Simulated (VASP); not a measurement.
# Ga3Se (Pm-3m) in VASP: notebook

One crystal, Ga3Se, is run at these levels: PBEsol, LDA; tasks: phonons.

All numbers are computed with VASP 6.6.1; they aren't measurements. Logs are shortened: lines on timing, memory, paths and dates and some standing lists are left out, and cuts for length are marked.

**1. The structure**

It takes space group Pm-3m (No. 221, cubic). The conventional cell has a = 4.432 Å, b = 4.432 Å, c = 4.432 Å, α = 90.00°, β = 90.00°, γ = 90.00°. Se (site symmetry m-3m) is surrounded by 12 Ga at 3.13 Å. Ga (site symmetry 4/mmm) is surrounded by 4 Se at 3.13 Å and 8 Ga at 3.13 Å.

The cell comes from a database or a generator and needn't be the stable form of this composition.

**2. Phonons, PBEsol**

The input, POSCAR:

```
Ga3Se
1.0
    4.4324650000      0.0000000000      0.0000000000
    0.0000000000      4.4324650000      0.0000000000
    0.0000000000      0.0000000000      4.4324650000
Se Ga
1 3
Direct
    0.0000000000      0.0000000000      0.0000000000
    0.5000000000      0.5000000000      0.0000000000
    0.5000000000      0.0000000000      0.5000000000
    0.0000000000      0.5000000000      0.5000000000
```

The input, INCAR.step1:

```
ALGO = Fast
EDIFF = 1E-8
EDIFFG = -0.002
ENCUT = 600
GGA = PS
IBRION = 2
ISIF = 3
ISMEAR = 0
KPAR = 4
LASPH = T
LCHARG = F
LREAL = F
LWAVE = F
NELM = 100
NSW = 40
PREC = Accurate
SIGMA = 0.02
```

The input, INCAR.step2:

```
ALGO = Fast
EDIFF = 1E-8
ENCUT = 600
GGA = PS
IBRION = 8
ISIF = 2
ISMEAR = 0
KPAR = 4
LASPH = T
LCHARG = F
LEPSILON = T
LREAL = F
LWAVE = F
NELM = 100
NSW = 1
PREC = Accurate
SIGMA = 0.02
```

The input, KPOINTS:

```
k-points
0
Gamma
  6 6 6
```

Potentials or basis: VASP PAW PBE potentials, release 64 (Se, Ga_d).

Launch:

```sh
$ cat potpaw_PBE.64/Se/POTCAR potpaw_PBE.64/Ga_d/POTCAR > POTCAR
$ cp INCAR.step1 INCAR
$ mpirun -np 4 vasp_std > vasp.out
$ cp CONTCAR POSCAR
$ cp INCAR.step2 INCAR
$ mpirun -np 4 vasp_std > vasp.out
```

OUTCAR:

```text
EDIFF = 1E-8
   ENCUT = 600
   GGA = PS
   IBRION = 8
   ISIF = 2
   ISMEAR = 0
   LASPH = T
   LEPSILON = T
   LREAL = F
   NELM = 100
   NSW = 1
   PREC = Accurate

 ion  position               nearest neighbor table
   1  0.000  0.000  0.000-
   2  0.500  0.500  0.000-
   3  0.500  0.000  0.500-
   4  0.000  0.500  0.500-

  LATTYP: Found a simple cubic cell.
 ALAT       =     4.3076267132

  Lattice vectors:

 A1 = (   4.3076267132,   0.0000000000,   0.0000000000)
 A2 = (   0.0000000000,   4.3076267132,   0.0000000000)
 A3 = (   0.0000000000,   0.0000000000,   4.3076267132)

Analysis of symmetry for initial positions (statically):
=====================================================================
 Subroutine PRICEL returns:
 Original cell was already a primitive cell.

 Routine SETGRP: Setting up the symmetry group for a
 simple cubic supercell.

 Subroutine GETGRP returns: Found 48 space group operations
 (whereof 48 operations were pure point group operations)
 out of a pool of 48 trial point group operations.

The static configuration has the point symmetry O_h .

Analysis of symmetry for dynamics (positions and initial velocities):
=====================================================================
 Subroutine PRICEL returns:
 Original cell was already a primitive cell.

 Routine SETGRP: Setting up the symmetry group for a
 simple cubic supercell.

 Subroutine GETGRP returns: Found 48 space group operations
 (whereof 48 operations were pure point group operations)
 out of a pool of 48 trial point group operations.

The dynamic configuration has the point symmetry O_h .

 Subroutine INISYM returns: Found 48 space group operations
 (whereof 48 operations are pure point group operations),
 and found     1 'primitive' translations

----------------------------------------------------------------------------------------

                                     Primitive cell

  volume of cell :      79.9308

  direct lattice vectors                    reciprocal lattice vectors
     4.307626713  0.000000000  0.000000000     0.232146392  0.000000000  0.000000000
     0.000000000  4.307626713  0.000000000     0.000000000  0.232146392  0.000000000
     0.000000000  0.000000000  4.307626713     0.000000000  0.000000000  0.232146392

  length of vectors
     4.307626713  4.307626713  4.307626713     0.232146392  0.232146392  0.232146392

  position of ions in fractional coordinates (direct lattice)
     0.000000000  0.000000000  0.000000000
     0.500000000  0.500000000  0.000000000
     0.500000000  0.000000000  0.500000000
     0.000000000  0.500000000  0.500000000

  ion indices of the primitive-cell ions
   primitive index   ion index
                 1           1
                 2           2
                 3           3
                 4           4

----------------------------------------------------------------------------------------
[... 786 lines left out ...]

------------------------ aborting loop because EDIFF is reached ----------------------------------------

[... ionic steps 5 to 6 ...]

--------------------------------------- Ionic step        7  -------------------------------------------

------------------------ aborting loop because EDIFF is reached ----------------------------------------

[... ionic steps 8 to 8 ...]

--------------------------------------- Ionic step        9  -------------------------------------------

 Free energy of the ion-electron system (eV)
  ---------------------------------------------------
  ---------------------------------------------------
  free energy    TOTEN  =        -0.16623411 eV

  energy without entropy =       -0.16623411

------------------------ aborting loop because EDIFF is reached ----------------------------------------

 INTERNAL STRAIN TENSOR  FOR ION    2  DIRECTION 3   (eV/Angst):
 -----------------------------------------------------------------------------
    -0.00818  0.00000  0.00000
     0.00000 -0.00818 -0.00000
    -0.00000  0.00000  0.02028

 MACROSCOPIC STATIC DIELECTRIC TENSOR (including local field effects in DFT)
 ------------------------------------------------------
          42.445340     0.000000    -0.000000
           0.000000    42.445340    -0.000000
           0.000000     0.000000    42.445340
 ------------------------------------------------------

 PIEZOELECTRIC TENSOR (including local field effects)  for field in x, y, z        (e  Angst)
          XX          YY          ZZ          XY          YZ          ZX
  --------------------------------------------------------------------------------
  x     0.00000     0.00000     0.00000     0.00000     0.00000     0.00000
  y     0.00000     0.00000     0.00000     0.00000     0.00000     0.00000
  z     0.00000     0.00000     0.00000     0.00000     0.00000     0.00000

 PIEZOELECTRIC TENSOR (including local field effects)  for field in x, y, z        (C/m^2)
          XX          YY          ZZ          XY          YZ          ZX
  --------------------------------------------------------------------------------
  x     0.00000     0.00000     0.00000     0.00000     0.00000     0.00000
  y     0.00000     0.00000     0.00000     0.00000     0.00000     0.00000
  z     0.00000     0.00000     0.00000     0.00000     0.00000     0.00000

 BORN EFFECTIVE CHARGES (including local field effects) (in |e|, cummulative output)
 ---------------------------------------------------------------------------------
 ion    1
    1    -7.76934    -0.00000     0.00000
    2    -0.00000    -7.76934    -0.00000
    3     0.00000     0.00000    -7.76934
 ion    2
    1     2.73711    -0.00000     0.00000
    2     0.00000     2.73711    -0.00000
    3     0.00000     0.00000     2.29512
 ion    3
    1     2.73711    -0.00000    -0.00000
    2    -0.00000     2.29512     0.00000
    3     0.00000     0.00000     2.73711
 ion    4
    1     2.29512     0.00000    -0.00000
    2     0.00000     2.73711     0.00000
    3     0.00000    -0.00000     2.73711

 INTERNAL STRAIN TENSOR FOR ION    4 for displacements in x,y,z  (eV/Angst):
          X           Y           Z          XY          YZ          ZX
  --------------------------------------------------------------------------------
  x     0.00000     0.00000     0.00000     0.00000     0.00000     0.00000
  y     0.00000     0.00000     0.00000     0.00000     0.00000     0.00000
  z     0.00000     0.00000     0.00000     0.00000     0.00000     0.00000

 SECOND DERIVATIVES (NOT SYMMETRIZED)
 ------------------------------------
               1X          1Y          1Z          2X          2Y          2Z          3X          3Y          3Z          4X          4Y          4Z
  1X    -0.679093   -0.000000   -0.000000    0.758171    0.000000   -0.000000    0.758171   -0.000000   -0.000000   -0.837249    0.000000    0.000000
  1Y    -0.000000   -0.679093   -0.000000   -0.000000    0.758171   -0.000000    0.000000   -0.837249   -0.000000   -0.000000    0.758171   -0.000000
  1Z    -0.000000   -0.000000   -0.679093    0.000000    0.000000   -0.837249   -0.000000   -0.000000    0.758171   -0.000000   -0.000000    0.758171
  2X     0.782748    0.000000    0.000000   -1.440285    0.000000    0.000000   -0.569402    0.000000    0.000000    1.226939    0.000000    0.000000
  2Y     0.000000    0.782748    0.000000    0.000000   -1.440285    0.000000    0.000000    1.226939    0.000000    0.000000   -0.569402    0.000000
  2Z     0.000000   -0.000000   -0.812124   -0.000000    0.000000   -1.642210    0.000000   -0.000000    1.227167   -0.000000   -0.000000    1.227167
  3X     0.782748    0.000000    0.000000   -0.569402    0.000000    0.000000   -1.440285    0.000000    0.000000    1.226939    0.000000    0.000000
  3Y    -0.000000   -0.812124   -0.000000    0.000000    1.227167    0.000000   -0.000000   -1.642210    0.000000    0.000000    1.227167    0.000000
  3Z     0.000000    0.000000    0.782748    0.000000    0.000000    1.226939    0.000000    0.000000   -1.440285    0.000000    0.000000   -0.569402
  4X    -0.812124   -0.000000   -0.000000    1.227167    0.000000    0.000000    1.227167    0.000000   -0.000000   -1.642210   -0.000000    0.000000
  4Y     0.000000    0.782748    0.000000    0.000000   -0.569402    0.000000    0.000000    1.226939    0.000000    0.000000   -1.440285    0.000000
  4Z     0.000000    0.000000    0.782748    0.000000    0.000000    1.226939    0.000000    0.000000   -0.569402    0.000000    0.000000   -1.440285

 Eigenvectors and eigenvalues of the dynamical matrix
 ----------------------------------------------------

   1 f  =    3.766118 THz    23.663214 2PiTHz  125.624158 cm-1    15.575404 meV
             X         Y         Z           dx          dy          dz
      0.000000  0.000000  0.000000    -0.000000    0.000000    0.348262
      2.153813  2.153813  0.000000     0.000000   -0.000000    0.619842
      2.153813  0.000000  2.153813     0.000000    0.000000   -0.497247
      0.000000  2.153813  2.153813    -0.000000   -0.000000   -0.497247
[... 71 lines left out ...]
  12 f/i=    0.076433 THz     0.480240 2PiTHz    2.549517 cm-1     0.316100 meV
             X         Y         Z           dx          dy          dz
      0.000000  0.000000  0.000000    -0.056553    0.169300    0.563659
      2.153813  2.153813  0.000000    -0.045850    0.137259    0.416505
      2.153813  0.000000  2.153813    -0.045850    0.125101    0.456985
      0.000000  2.153813  2.153813    -0.041789    0.137259    0.456985

--------------------------------------------------------------------------------------------------------

 MACROSCOPIC STATIC DIELECTRIC TENSOR IONIC CONTRIBUTION
 ------------------------------------------------------
         652.523865    -0.000000     0.000000
          -0.000000   652.523865    -0.000000
           0.000000    -0.000000   652.523865
 ------------------------------------------------------

 ELASTIC MODULI CONTR FROM IONIC RELAXATION (kBar)
 Direction    XX          YY          ZZ          XY          YZ          ZX
 --------------------------------------------------------------------------------
 XX           0.0000      0.0000      0.0000      0.0000      0.0000      0.0000
 YY           0.0000      0.0000      0.0000      0.0000      0.0000      0.0000
 ZZ           0.0000      0.0000      0.0000      0.0000      0.0000      0.0000
 XY           0.0000      0.0000      0.0000      0.0000      0.0000      0.0000
 YZ           0.0000      0.0000      0.0000      0.0000      0.0000      0.0000
 ZX           0.0000      0.0000      0.0000      0.0000      0.0000      0.0000
 --------------------------------------------------------------------------------

 PIEZOELECTRIC TENSOR IONIC CONTR  for field in x, y, z        (C/m^2)
          XX          YY          ZZ          XY          YZ          ZX
  --------------------------------------------------------------------------------
  x     0.00000     0.00000     0.00000     0.00000     0.00000     0.00000
  y     0.00000     0.00000     0.00000     0.00000     0.00000     0.00000
  z     0.00000     0.00000     0.00000     0.00000     0.00000     0.00000
```

Wall time 5.6 min (4 MPI ranks of Intel Xeon Platinum 8488C (Sapphire Rapids), shared host); peak memory 0.53 GiB.

What came out:

```yaml
Relaxed_volume: 19.98 Å³/atom
Relaxed_cell: a = 4.308 Å, b = 4.308 Å, c = 4.308 Å, α = 90.00°, β = 90.00°, γ = 90.00°
Space_group_after_relaxing_to_0.05_Å: Pm-3m (No. 221)
Electronic_dielectric_tensor_diagonal: 42.45
Born_charges_mean_of_the_diagonal: Se -7.77; Ga +2.59 e
Highest_phonon_frequency_at_Γ_LO-TO_splitting_left_out: 126 cm⁻¹
```

Step by step:
```csv
step,energy change (eV),largest force (eV/Å),pressure (GPa),volume (Å³)
1,0.0000,0.0000,-3.65,87.08
2,-0.0861,0.0000,-0.67,80.99
3,-0.0883,0.0000,0.01,79.93
```

Final structure:
```
CELL_PARAMETERS angstrom
4.30763 0.00000 0.00000
0.00000 4.30763 0.00000
0.00000 0.00000 4.30763
ATOMIC_POSITIONS crystal
Se 0.00000 0.00000 0.00000
Ga 0.50000 0.50000 0.00000
Ga 0.50000 0.00000 0.50000
Ga 0.00000 0.50000 0.50000
```

Phonon frequencies in cm⁻¹ (negative: imaginary):
```tsv
q point	frequencies
(0.000, 0.000, 0.000)	-3 -3 -3 28 28 28 58 58 58 126 126 126
```

Electronic dielectric tensor:
```
42.45  0.00  0.00
 0.00 42.45  0.00
 0.00  0.00 42.45
```

Born effective charge tensors (e):
atom 1, Se
```
-7.77  0.00  0.00
 0.00 -7.77  0.00
 0.00  0.00 -7.77
```
atom 2, Ga
```
2.74 0.00 0.00
0.00 2.74 0.00
0.00 0.00 2.30
```
atom 3, Ga
```
2.74 0.00 0.00
0.00 2.30 0.00
0.00 0.00 2.74
```
atom 4, Ga
```
2.30 0.00 0.00
0.00 2.74 0.00
0.00 0.00 2.74
```

Caveat: the PAW data sets were made with another functional, which shifts forces and pressure a little.

**3. Phonons, LDA**

POSCAR is that of step 2.

INCAR.step1: that of step 2 with these lines changed.

```diff
@@ -4,3 +4,3 @@
 ENCUT = 600
-GGA = PS
+GGA = CA
 IBRION = 2
```

INCAR.step2: that of step 2 with these lines changed.

```diff
@@ -3,3 +3,3 @@
 ENCUT = 600
-GGA = PS
+GGA = CA
 IBRION = 8
```

KPOINTS is that of step 2.

Potentials or basis: VASP PAW LDA potentials, release 64 (Se, Ga_d).

Launch:

```sh
$ cat potpaw_LDA.64/Se/POTCAR potpaw_LDA.64/Ga_d/POTCAR > POTCAR
$ cp INCAR.step1 INCAR
$ mpirun -np 4 vasp_std > vasp.out
$ cp CONTCAR POSCAR
$ cp INCAR.step2 INCAR
$ mpirun -np 4 vasp_std > vasp.out
```

OUTCAR:

```text
EDIFF = 1E-8
   ENCUT = 600
   GGA = CA
   IBRION = 8
   ISIF = 2
   ISMEAR = 0
   LASPH = T
   LEPSILON = T
   LREAL = F
   NELM = 100
   NSW = 1
   PREC = Accurate

 ion  position               nearest neighbor table
   1  0.000  0.000  0.000-
   2  0.500  0.500  0.000-
   3  0.500  0.000  0.500-
   4  0.000  0.500  0.500-

[... 1027 lines left out ...]
  12 f/i=    0.041388 THz     0.260046 2PiTHz    1.380541 cm-1     0.171165 meV
             X         Y         Z           dx          dy          dz
      0.000000  0.000000  0.000000    -0.321696    0.507273    0.001745
      2.132755  2.132755  0.000000    -0.256547    0.404541    0.001233
      2.132755  0.000000  2.132755    -0.256547    0.358528    0.001391
      0.000000  2.132755  2.132755    -0.227367    0.404541    0.001391

--------------------------------------------------------------------------------------------------------

 MACROSCOPIC STATIC DIELECTRIC TENSOR IONIC CONTRIBUTION
 ------------------------------------------------------
        3172.418609    -0.000000     0.000000
          -0.000000  3172.418609     0.000000
           0.000000     0.000000  3172.418609
 ------------------------------------------------------

 ELASTIC MODULI CONTR FROM IONIC RELAXATION (kBar)
 Direction    XX          YY          ZZ          XY          YZ          ZX
 --------------------------------------------------------------------------------
 XX           0.0000      0.0000      0.0000      0.0000      0.0000      0.0000
 YY           0.0000      0.0000      0.0000      0.0000      0.0000      0.0000
 ZZ           0.0000      0.0000      0.0000      0.0000      0.0000      0.0000
 XY           0.0000      0.0000      0.0000      0.0000      0.0000      0.0000
 YZ           0.0000      0.0000      0.0000      0.0000      0.0000      0.0000
 ZX           0.0000      0.0000      0.0000      0.0000      0.0000      0.0000
 --------------------------------------------------------------------------------

 PIEZOELECTRIC TENSOR IONIC CONTR  for field in x, y, z        (C/m^2)
          XX          YY          ZZ          XY          YZ          ZX
  --------------------------------------------------------------------------------
  x     0.00000     0.00000     0.00000     0.00000     0.00000     0.00000
  y     0.00000     0.00000     0.00000     0.00000     0.00000     0.00000
  z     0.00000     0.00000     0.00000     0.00000     0.00000     0.00000
```

OUTCAR.step1:

```text
EDIFF = 1E-8
   EDIFFG = -0.002
   ENCUT = 600
   GGA = CA
   IBRION = 2
   ISIF = 3
   ISMEAR = 0
   LASPH = T
   LREAL = F
   NELM = 100
   NSW = 40
   PREC = Accurate

 ion  position               nearest neighbor table
[... 889 lines left out ...]
 fundamental gap:      0.1226080064
 Fermi energy:         5.4716029347

 k-point     1 :       0.0000    0.0000    0.0000
  band No.  band energies     occupation
      1      -9.7139      2.00000
      2      -9.6476      2.00000
      3      -9.6476      2.00000
      4      -9.6476      2.00000
      5      -9.5774      2.00000
      6      -9.5774      2.00000
[... 620 lines left out ...]
  FREE ENERGIE OF THE ION-ELECTRON SYSTEM (eV)
  ---------------------------------------------------
  free  energy   TOTEN  =       -14.9835391006 eV

  energy  without entropy=      -14.9830572850  energy(sigma->0) =      -14.98329819

 reached required accuracy - stopping structural energy minimisation
```

Run time: 4 min. Hardware: 4 MPI ranks of Intel Xeon Platinum 8488C (Sapphire Rapids), shared host; peak memory 0.55 GiB.

What came out:

| Property | Result |
| --- | --- |
| Relaxed volume | 19.40 Å³/atom |
| Relaxed cell | a = 4.266 Å, b = 4.266 Å, c = 4.266 Å, α = 90.00°, β = 90.00°, γ = 90.00° |
| Space group after relaxing (to 0.05 Å) | Pm-3m (No. 221) |
| Electronic dielectric tensor (diagonal) | 45.29 |
| Born charges (mean of the diagonal) | Se -7.96; Ga +2.65 e |
| Highest phonon frequency at Γ, LO-TO splitting left out | 125 cm⁻¹ |

Step by step:
| step | energy change (eV) | largest force (eV/Å) | pressure (GPa) | volume (Å³) |
| --- | --- | --- | --- | --- |
| 1 | 0.0000 | 0.0000 | -5.00 | 87.08 |
| 2 | -0.1623 | 0.0000 | -0.86 | 78.80 |
| 3 | -0.1655 | 0.0000 | 0.01 | 77.61 |

Final structure:
```
CELL_PARAMETERS angstrom
4.26551 0.00000 0.00000
0.00000 4.26551 0.00000
0.00000 0.00000 4.26551
ATOMIC_POSITIONS crystal
Se 0.00000 0.00000 0.00000
Ga 0.50000 0.50000 0.00000
Ga 0.50000 0.00000 0.50000
Ga 0.00000 0.50000 0.50000
```

Phonon frequencies in cm⁻¹ (negative: imaginary):
```tsv
q point	frequencies
(0.000, 0.000, 0.000)	-1 -1 -1 13 13 13 53 53 53 125 125 125
```

Electronic dielectric tensor:
```
45.29  0.00  0.00
 0.00 45.29  0.00
 0.00  0.00 45.29
```

Born effective charge tensors (e):
atom 1, Se
```
-7.96  0.00  0.00
 0.00 -7.96  0.00
 0.00  0.00 -7.96
```
atom 2, Ga
```
2.78 0.00 0.00
0.00 2.78 0.00
0.00 0.00 2.39
```
atom 3, Ga
```
2.78 0.00 0.00
0.00 2.39 0.00
0.00 0.00 2.78
```
atom 4, Ga
```
2.39 0.00 0.00
0.00 2.78 0.00
0.00 0.00 2.78
```
